A mesh that includes Γ, the centre of the Brillouin zone, and has N points along each reciprocal axis places points 2/N apart on the line from Γ to X, the centre of a zone face, taking the length of that line as one. A conduction minimum on this line is therefore never further than 1/N from a mesh point. Because the band rises as the square of the distance from its minimum, the largest possible error in the gap falls as 1/N². For diamond at N = 13 it is a few hundredths of an eV at most, whereas a change of functional can move the gap by tenths, and the computed gaps fall short of the measured one by about one eV.

Kohn–Sham DFT band gaps of diamond (C, Fd-3m, 2-atom cell with 2.522 Å edges), without spin polarization and with the geometry held as given. Each computed gap is the lowest empty level minus the highest filled level on the k-mesh. The measured gap is about 5.5 eV, from the optical absorption edge of a bulk crystal (arXiv:2306.06972).

| program | functional | how the value is got | potentials or basis | wave cutoff (eV) | k-mesh | computed band gap (eV) | computed less measured (eV) |
| --- | --- | --- | --- | --- | --- | --- | --- |
| FLEUR MaX-R8.1 (later development tree) | revPBE | Kohn-Sham, on the mesh | all electron | n/a | 13x13x13 | 4.142 | -1.36 |
| DFTK 0.8.2 | PBE | Kohn-Sham, on the mesh | dojo.nc.sr.pbe.v0_4_1.standard | 1116 | 13x13x13 | 4.200 | -1.30 |
| ABACUS 3.10.1 | PBE | Kohn-Sham, on the mesh | PseudoDojo NC SR 0.4.1 PBE standard | 1116 | 13x13x13 | 4.200 | -1.30 |
| ABINIT 10.8.3 (1) | PBE | Kohn-Sham, on the mesh | PseudoDojo NC SR PBE v0.4 stringent | 1007 | 10x10x10 | 4.229 | -1.27 |
| FLEUR MaX-R8.1 (patched build s14) | RPBE | Kohn-Sham, on the mesh | all electron | n/a | 13x13x13 | 4.271 | -1.23 |
| exciting sodium | BLYP | Kohn-Sham, on the mesh | all electron LAPW+lo, shipped species files | n/a | 13x13x13 | 4.472 | -1.03 |
| ABINIT 10.8.3 (2) | SCAN | Kohn-Sham, on the mesh | JTH PAW PBE v2.0 | 653 | 13x13x13 | 4.472 | -1.03 |
| ABINIT 10.8.3 (3) | HLE16 | Kohn-Sham, on the mesh | JTH PAW PBE v2.0 | 544 | 13x13x13 | 4.573 | -0.93 |

Since most changes of functional in the table come with another program or another set of potentials, it is tempting to blame the programs for the poor gaps. A coarse mesh is the next suspect, and the functional itself is the third. The PBE rows can separate the first two from the third.

The mesh error can be worked out by hand. A free electron whose wave vector is the full length from Γ to X has an energy of about 12 eV. An electron near diamond's conduction minimum is heavier along this line, by a factor of roughly 1.6 (a recalled value), so the band rises by about 12/1.6 = 7.5 eV times the square of the distance. At the greatest possible distance, 1/13, this gives 7.5 × (1/13)² ≈ 0.04 eV. The valence top sits at Γ, which is on the mesh, so a missed minimum can only make the gap too large, and a fully converged mesh would, if anything, leave the PBE gap further below experiment.

The ABINIT row with PBE shows this effect. Its mesh has ten points per axis, and its gap is 0.03 eV above that of DFTK, while the direct gaps of the two runs agree to about 0.001 eV. The ABINIT run also used a stricter version of the potential, but a difference that all but vanishes at Γ, which both meshes contain, and shows up at the conduction minimum points to the mesh rather than to the potential. The same parabola, solved for the position of the minimum from these two PBE gaps, places it at 0.72 of the way to X. That agrees with the known position, roughly three quarters of the way, but two gaps and an assumed mass leave no spare data for a stricter test.

The programs come out equally well. DFTK and ABACUS, with PBE on equal meshes, both give 4.200 eV, 1.30 eV below the measured gap. They use the same family of potentials, so their agreement tests the codes rather than the potentials. Two independent codes thus share almost exactly the same large error, which makes a fault in either one an unlikely cause. The three all-electron rows use no pseudopotentials and still fall short by 1.03 to 1.36 eV, so the potentials are not the main cause either.

That leaves the functional, and theory gives a reason. The true gap is the energy needed to remove an electron from the crystal less the energy gained by adding one. In exact Kohn–Sham theory the potential jumps by a constant when the added electron enters the empty bands, and the difference between orbital energies leaves this jump out. PBE and its relatives build the potential from the local density and its gradient, which hardly change when one electron is spread over a whole crystal, so they cannot supply the jump. SCAN also uses the kinetic energy density of the orbitals and can take up part of it. Here it closes about a fifth of PBE's shortfall, but BLYP, which lacks that ingredient, closes as much, so the indirect gap alone does not prove this mechanism. The SCAN run also used potentials made for PBE and warned of overlapping atomic spheres and very low densities, whose effect on the gap is untested. Hybrid functionals and GW calculations go further than SCAN, because their exchange is nonlocal and treats filled and empty states differently.

A change of functional need not lift all the empty states by the same amount. If it did, the indirect gap would move from its PBE value by as much as the direct gap does. This rule, with no adjustable constant, puts the BLYP gap 0.16 eV too low, the HLE16 gap 0.22 eV too low and the SCAN gap 0.17 eV too high. BLYP and SCAN share an indirect gap of 4.472 eV only by coincidence, for their direct gaps differ by about 0.3 eV. A likely reason is that the empty states at Γ and near X have different shapes and so respond differently to a change of potential.

Small differences between functionals deserve caution. The closely related revPBE and RPBE differ by 0.13 eV, and their direct gaps at Γ differ by most of that amount, so the mesh is not the main cause. The two runs used different builds of FLEUR and different cutoffs, and the cause is untested. HLE16 comes closest to experiment, yet it was designed partly to raise gaps, runs here on potentials made for PBE, and would shrink this cell strongly.

The comparison with experiment even flatters the functionals. Lattice vibrations narrow the measured gap by roughly 0.3 to 0.4 eV (a recalled size), and the calculations hold the atoms still, which brings PBE's real shortfall to about 1.7 eV. Neither a finer mesh nor another program will remove that shortfall, so work that needs diamond's gap itself calls for a hybrid functional or GW. The printed output below gives the shifts and the mesh estimate in full.

The analysis program printed:

```
Gaps and shifts from PBE (DFTK) in eV:
                                      row  indirect gap  direct gap  indirect shift  direct shift  rigid-shift estimate  estimate less computed
  FLEUR MaX-R8.1 (later development tree)         4.142       5.605          -0.058      -0.01991                  4.18                 0.03809
                               DFTK 0.8.2           4.2       5.624               0             0                   4.2               8.882e-16
                            ABACUS 3.10.1           4.2       5.624               0      -3.4e-05                   4.2                -3.4e-05
                        ABINIT 10.8.3 (1)         4.229       5.626           0.029      0.001126                 4.201                -0.02787
       FLEUR MaX-R8.1 (patched build s14)         4.271         5.7           0.071       0.07604                 4.276                0.005039
                          exciting sodium         4.472       5.741           0.272        0.1166                 4.317                 -0.1554
                        ABINIT 10.8.3 (2)         4.472       6.066           0.272        0.4413                 4.641                  0.1693
                        ABINIT 10.8.3 (3)         4.573       5.777           0.373        0.1524                 4.352                 -0.2206
Smallest shortfall against the measured gap (eV): 0.93
Largest shortfall against the measured gap (eV): 1.36
Span of all computed gaps (eV): 0.431
PBE gap, ABACUS less DFTK on equal meshes (eV): 0
PBE indirect gap, ABINIT (1) less DFTK (eV): 0.029
PBE direct gap, ABINIT (1) less DFTK (eV): 0.001126
That indirect difference as share of the PBE shortfall (percent): 2.231
RPBE less revPBE, indirect gap (eV): 0.129
RPBE less revPBE, direct gap (eV): 0.09595
Share of the PBE shortfall closed by SCAN (percent): 20.92
Share of the PBE shortfall closed by HLE16 (percent): 28.69
Mesh point nearest the minimum, 13-mesh (fraction of Gamma-X): 0.7692
Mesh point nearest the minimum, 10-mesh (fraction of Gamma-X): 0.8
Position of the minimum from the parabola (fraction of Gamma-X): 0.7208
Gap excess left on the 13-mesh (eV): 0.0173
Gap excess left on the 10-mesh (eV): 0.0463
Excess on the 13-mesh with mass 1.4 (eV): 0.01379
Excess on the 13-mesh with mass 1.8 (eV): 0.02086
PBE shortfall with mesh excess and zero-point narrowing added (eV, rough): 1.667
```
